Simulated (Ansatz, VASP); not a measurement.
BeH4 in VASP and in Ansatz

```
CELL_PARAMETERS angstrom
-1.82907 1.82907 1.82907
1.82907 -1.82907 1.82907
1.82907 1.82907 -1.82907
ATOMIC_POSITIONS crystal
Be 0.00000 0.00000 0.00000
H 0.00000 0.50000 0.00000
H 0.50000 0.00000 0.00000
H 0.00000 0.00000 0.50000
H 0.50000 0.50000 0.50000
```

Change from the starting cell: species swapped into the Pd4S type (P-42_1c, No. 114).

Alike in both runs: functional PBE; k mesh 14 × 14 × 14; occupations gaussian, width 0.1 eV; no spin polarisation.

Ansatz relaxed the structure, and its values are those at the end. VASP's run is a single point on that final structure, the one shown.

|  | VASP | Ansatz |
| --- | --- | --- |
| version | VASP 6.6.1 | Ansatz 0.2.0 |
| potentials or method | VASP PAW PBE potentials, release 64 (Be, H) | scalar-relativistic, plane waves, PAW |
| plane-wave cutoff (eV) | 520 | 420 |
| valence electrons in the cell | 6 | 6 |

Ansatz gave:

```
gap on the k mesh at the Fermi level (eV) : none
pressure (GPa)                            : 0.0
```

Q: What did VASP give for the same quantities?

A: gap on the k mesh at the Fermi level (eV): none; pressure (GPa): -0.2.

A gap of «none» marks a metal or a gap that the smearing closes.
